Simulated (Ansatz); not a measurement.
**Si on Cu(111): change of the work function**

How does Si on the fcc site change the work function of Cu(111) as the layer fills?

Calculated with Ansatz 0.2.0; plane-wave DFT, PBE, Ansatz PAW.

## Step 1: The starting structure

The cell holds 4 atoms: 4 Cu. Cell: a = 2.553 Å, b = 2.553 Å, c = 24.253 Å, α = 90.0°, β = 90.0°, γ = 60.0°. Vacuum lies along c.

## Step 2: The clean slab

The bare slab comes first, as the zero from which every change is counted. The two lowest layers are held at bulk places and the upper ones relax. The dipole correction removes the false field that a one-sided slab makes across the periodic vacuum, so each face gets a flat vacuum level of its own.

Contents of input.yaml:

```yaml
crystal:
  lattice:
    - [2.5526554801, 0.0, 0.0]
    - [1.27632774, 2.2106644929, 0.0]
    - [0.0, 0.0, 24.2527034153]
  atoms:
    - { symbol: Cu, position: [0.0, 0.0, 0.3710926508] }
    - { symbol: Cu, position: [0.3333333333, 0.3333333333, 0.4570308836] }
    - { symbol: Cu, position: [0.6666666667, 0.6666666667, 0.5429691164] }
    - { symbol: Cu, position: [0.0, 0.0, 0.6289073492] }
kpoints:
  mp_grid: { grid: [12, 12, 1] }
hamiltonian:
  xc: pbe
scf:
  occupations: { method: fermi_dirac, width: 0.1 }
  convergence: { dr2_threshold: 1.0e-08 }
efield:
  axis: 3
  dipole_correction: true
  ramp_position: 0.97
  ramp_width: 0.06
relax:
  f_tol: 0.02
  max_steps: 60
  constraints: [{ sites: [0, 1] }]
output:
  write_potential: true
  write_density: true
  volumetric_format: npy
```

The run is started by

```
$ ansatz run input.yaml --threads 4 --pin off --max-ram 16384MiB --backend cpu --events-out ev --progress --plain --runs-dir out
```

Numbers of over 12 decimals in the logs are rounded to 6 here.

The log of the run:

```text
Engine: ansatz 0.2.0, aarch64-unknown-linux-gnu
Pseudopotentials: kind: paw
Pseudopotential: Cu, paw, valence charge 19, recommended cutoff 420 eV (normal), Cu.paw.azcp
Functional definition: PBE
  parameter kappa = 0.804
  parameter beta = 0.066725
  exchange = pbe_x(kappa = kappa, mu = beta*pi^2/3)
  correlation = pbe_c(beta = beta)
Crystal: 4 atoms, lattice volume = 136.860 Å³
Basis set: ecut = 420 eV, 2739 PW (Γ), exchange–correlation on 36×36×360 points (8 copies of the dense FFT grid, shifted against one another)
Bands: 46, of which v1, the nominal top of the filled ones, is band 38 counted from 1 (37 counted from 0)
Symmetry: 6 space group operations
k-points: 19 of 144 (time reversal used)
Non-local potential: Cu, projectors of the file, l = 0: 3, l = 1: 2, l = 2: 3, l = 3: 1
PAW form: soft (Blöchl's): semilocal exchange-correlation on the pseudo side does not see the compensation charge
PAW one-centre angular grid: Cu, 590 points (default); XC on 64 Gauss nodes
Initial density: superposition of atomic densities (neutral atoms: chi_scale 0, normalization atom), corrected by the library's trained network
Initial wavefunctions: pseudopotential atomic-orbital guess
Functional: x = pbe(κ = 0.804, μ = 0.219515), c = pbe(β = 0.066725)
SCF iter   1: F=—  HF=-26499.782585 eV  |F-HF|=—  |Δ(HF+E_count)|=         —  Δρ=1.47e-3  dr2=6.66e-3  ethr=1.77e-3  p=0.000 e·Å  D=5.28e-14 V/Å  ΔV_dip=-0.00 eV  dr2_dipole=2.85e-8  V_vac-E_F(+/−)=4.73/4.73 eV  ⟨swp⟩=8.5  Hψ=3842  notcnv=0  defer=14
efield: sawtooth ramp at fractional position 0.9700 (set: `efield.ramp_position`, or a place that a band, a saddle search or an elastic batch's reference lends), width 0.0600; the density the first Hamiltonian is built on has a dipole p = 0.000 e·Å; the dipole correction subtracts the counter field D = 5.28e-14 V/Å, which shifts the + side's vacuum level by -0.00 eV against the − side's; the planar-averaged density in the ramp window peaks in size at 4.1e-5 e/Å³
preconditioner: auto → LDOS  [insulator: Δε(μ)=0.354 eV  Ē_g=8.430 eV  σ=0.100 eV  W_gap=0.62  n_scr=18 (ndim 8)  ℏωp=21.1 eV  f_vac=0.614  D(μ)=1.13/eV (n_scr^D=8)  ε∞_Penn≈7.2  β→1.0]
SCF iter   2: F=—  HF=-26499.789730 eV  |F-HF|=—  |Δ(HF+E_count)|=   7.15e-3  Δρ=2.64e-3  dr2=1.12e-2  ethr=8.77e-6  p=0.000 e·Å  D=7.48e-6 V/Å  ΔV_dip=-0.00 eV  dr2_dipole=6.78e-8  V_vac-E_F(+/−)=4.82/4.82 eV  ⟨swp⟩=2.9  Hψ=2151  notcnv=0  defer=27
SCF iter   3: F=—  HF=-26499.788157 eV  |F-HF|=—  |Δ(HF+E_count)|=   1.57e-3  Δρ=2.15e-3  dr2=3.58e-3  ethr=8.77e-6  p=-0.000 e·Å  D=-6.60e-6 V/Å  ΔV_dip=0.00 eV  dr2_dipole=3.87e-9  V_vac-E_F(+/−)=4.78/4.78 eV  ⟨swp⟩=2.0  Hψ=1532  notcnv=0  defer=27
SCF iter   4: F=—  HF=-26499.787332 eV  |F-HF|=—  |Δ(HF+E_count)|=   8.24e-4  Δρ=2.43e-4  dr2=1.31e-4  ethr=4.72e-6  p=-0.000 e·Å  D=-1.36e-6 V/Å  ΔV_dip=0.00 eV  dr2_dipole=1.44e-9  V_vac-E_F(+/−)=4.77/4.77 eV  ⟨swp⟩=2.0  Hψ=1282  notcnv=0  defer=27
SCF iter   5: F=—  HF=-26499.787315 eV  |F-HF|=—  |Δ(HF+E_count)|=   1.71e-5  Δρ=1.75e-4  dr2=3.18e-5  ethr=1.73e-7  p=-0.000 e·Å  D=-7.63e-8 V/Å  ΔV_dip=0.00 eV  dr2_dipole=4.91e-13  V_vac-E_F(+/−)=4.78/4.78 eV  ⟨swp⟩=2.1  Hψ=1339  notcnv=0  defer=27
SCF iter   6: F=—  HF=-26499.787332 eV  |F-HF|=—  |Δ(HF+E_count)|=   1.71e-5  Δρ=1.60e-4  dr2=2.49e-5  ethr=4.18e-8  p=0.000 e·Å  D=1.03e-7 V/Å  ΔV_dip=-0.00 eV  dr2_dipole=2.58e-12  V_vac-E_F(+/−)=4.78/4.78 eV  ⟨swp⟩=2.3  Hψ=1426  notcnv=0  defer=27
SCF iter   7: F=—  HF=-26499.787333 eV  |F-HF|=—  |Δ(HF+E_count)|=   5.61e-7  Δρ=5.82e-5  dr2=3.29e-6  ethr=3.27e-8  p=0.000 e·Å  D=6.31e-8 V/Å  ΔV_dip=-0.00 eV  dr2_dipole=1.99e-12  V_vac-E_F(+/−)=4.78/4.78 eV  ⟨swp⟩=2.3  Hψ=1131  notcnv=0  defer=27
SCF iter   8: F=—  HF=-26499.787328 eV  |F-HF|=—  |Δ(HF+E_count)|=   4.62e-6  Δρ=1.25e-5  dr2=1.97e-7  ethr=4.33e-9  p=-0.000 e·Å  D=-1.65e-8 V/Å  ΔV_dip=0.00 eV  dr2_dipole=1.97e-13  V_vac-E_F(+/−)=4.78/4.78 eV  ⟨swp⟩=2.1  Hψ=1227  notcnv=0  defer=27
SCF iter   9: F=-26499.787329 eV  HF=-26499.787329 eV  |F-HF|=4.40e-9  |Δ(HF+E_count)|=   1.91e-7  Δρ=2.14e-6  dr2=4.91e-9  ethr=1.32e-11  p=0.000 e·Å  D=1.41e-7 V/Å  ΔV_dip=-0.00 eV  dr2_dipole=3.27e-12  V_vac-E_F(+/−)=4.79/4.79 eV  ⟨swp⟩=8.3  Hψ=6785  notcnv=0
SCF 1 converged in 9 iterations: F = -26499.787329 eV  dr2 = 4.91e-9
  greatest PAW one-centre occupation: 1.000 electrons in one spin orbital (limit 2), on the Cu atom at site 3 (counted from 0), in its partial waves of l = 0
relax step   1: F+E_penalty+E_count = -26499.78732861 eV  Δ(F+E_penalty+E_count) = +0.000e0 eV  max|allowed force component| = 1.263e-2 eV/Å  Δτ_max = 0.0000 Å  (9 SCF iters, accepted)
NSCF: frozen V_eff on 19 k-points
the band table was solved once a step of the walk had ended and its energy, with any forces and stress, was formed, with the checks that follow a solve (4566 applications of the Hamiltonian). They found nothing against the state; the energy, forces and stress were not computed again (output.eigenvalues in the input reference)
WARN: The input density's exchange-correlation potential varies sharply where the density is thin. Do not read a vacuum level from v_tot or v_xc, or from such a field of the output density. On a cell that repeats whose density bears no net charge and no dipole along the vacuum's axis use v_es (v_loc + v_h of the components); under efield.dipole_correction with no amplitude use v_es + v_field, which holds any external [...]
SCF converged after 9 iterations
Free energy (F): -26499.787329 eV
Harris-Foulkes:  -26499.787329 eV  (|F-HF|=4.40e-9)
Internal energy: -26499.748950 eV  (E = F + TS)
E sigma→0 (E₀):  -26499.768139 eV
Entropy (-TS):   -0.038378 eV (-9.595 meV/atom)
Fermi energy:    2.702448 eV
Dipole field:    D = -0.000003 V/Å  (p = -0.000002 e·Å, saw-weighted, corrected)
Work function:   Φ+ = 4.7859 eV   Φ− = 4.7858 eV
Levels:          The Fermi level and band energies are counted from a zero that moves with the ramp; work functions are not
--- Per-component energies (eV) ---
  E_band       = -2495.104472
  E_kinetic    = 1198.592197
  E_local      = -181627.940557  (includes V_loc(G=0)·N_el)
  E_nonlocal   = 1563.718188
  E_hartree    = 89322.477451
  E_xc         = -355.976174
  E_vxc        = -459.154348  (∫ρ·V_xc dr)
  E_paw        = -6655.772125  (= ΣΔE_a)
  E_vpaw       = -1815.295425  (= ΣTr[D̂ρ^β])
  E_aug_tail   = 0.001085  (compensation charges beyond the density's cutoff)
  E_efield     = 0.000000  (sawtooth field / dipole correction)
  E_vefield    = 0.000000  (∫n·V_field dr)
  E_ewald      = 70055.150985
  E_smearing   = -0.038378  (= −TS)
  E_closure    = -0.000000  (closes the sum)
  Σ components = -26499.787329   (vs F -26499.787329, Δ=0.00e0)
--- Forces (eV/Å), atoms counted from 1 ---
  atom   1  Cu     0.00000000     0.00000000     0.01262860
  atom   2  Cu     0.00000000     0.00000000     0.00864278
  atom   3  Cu    -0.00000000     0.00000000    -0.00864300
  atom   4  Cu    -0.00000000    -0.00000000    -0.01263042
  max |Σ_I F_I| component: 2.04e-6 eV/Å
--- Band table (eV; the first three rows and the last of 19) ---
  k-point 0: bands = [... 34 lower, 0.7015, 0.9883, 0.9883, 1.1278, 1.1278, 1.4792, 2.4508, 6.9317, ... 4 higher]
  k-point 1: bands = [... 34 lower, 0.7069, 0.7722, 0.9591, 0.9858, 1.1309, 1.9111, 3.0010, 7.1104, ... 4 higher]
  k-point 2: bands = [... 34 lower, 0.6428, 0.7099, 0.9780, 1.1384, 1.2113, 2.6414, 4.1277, 7.6456, ... 4 higher]
  k-point 18: bands = [... 34 lower, 1.0442, 1.0505, 6.1270, 6.3749, 6.3749, 7.1516, 7.1516, 7.9011, ... 4 higher]
--- Relaxed structure (1 steps of the walk, 1 accepted, 0 SCFs on fresh bases) ---
  F+E_penalty+E_count = -26499.78732861 eV   max|allowed force component| = 1.263e-2 eV/Å
  atoms:
    - { symbol: Cu, position: [0.0, 0.0, 0.3710926508] }
    - { symbol: Cu, position: [0.333333, 0.333333, 0.4570308836] }
    - { symbol: Cu, position: [0.666667, 0.666667, 0.5429691164] }
    - { symbol: Cu, position: [0.0, 0.0, 0.6289073492] }
```

Run time: 4.7 s. Hardware: 4 threads of Arm Neoverse V1, shared host; peak memory 0.47 GiB; 18 s of CPU time.

No atom moved by 0.005 Å in the relaxation.

Numbers from this step:

```yaml
energy_at_zero_smearing: -26499.7681 eV
work_function_upper_face: 4.786 eV
dipole_along_the_normal: -2.12e-6 e·Å
```

Running mean over 2.084 Å of the planar mean; the ramp of the sawtooth is left out. The electron's electrostatic potential energy less the Fermi level by z:

z (Å), electron's electrostatic potential energy less the Fermi level (eV) and a bar from the least value:
```
        3       4.79 ##############################
        4       4.79 ##############################
        5       4.78 ##############################
        6       4.73 ##############################
        7       4.11 #############################
        8      -2.75 #############
        9      -8.54 #
       10      -8.78 
       11      -8.83 
       12      -8.81 
       13      -8.82 
       14      -8.79 
       15      -8.69 
       16      -5.25 ########
       17       3.41 ###########################
       18       4.68 ##############################
       19       4.78 ##############################
       20       4.79 ##############################
       21       4.79 ##############################
```

The work function of the upper face is 4.79 eV.

(Continued in part 2 of 4.)

[Logs are printed without paths, hosts, clocks, repeated set-up lines and the standing remarks that a program may print on its own settings, such as how far it seeks lower states.]

[Hosts, paths, dates, database ids (printed as entryN), source tags and the programs' standing remarks are cut or masked in the printed files.]

[Maps of the electrostatic potential energy from Ansatz leave out the sawtooth potential of an applied field or a dipole correction, so their vacuum need not be flat; planar profiles and work functions include it.]
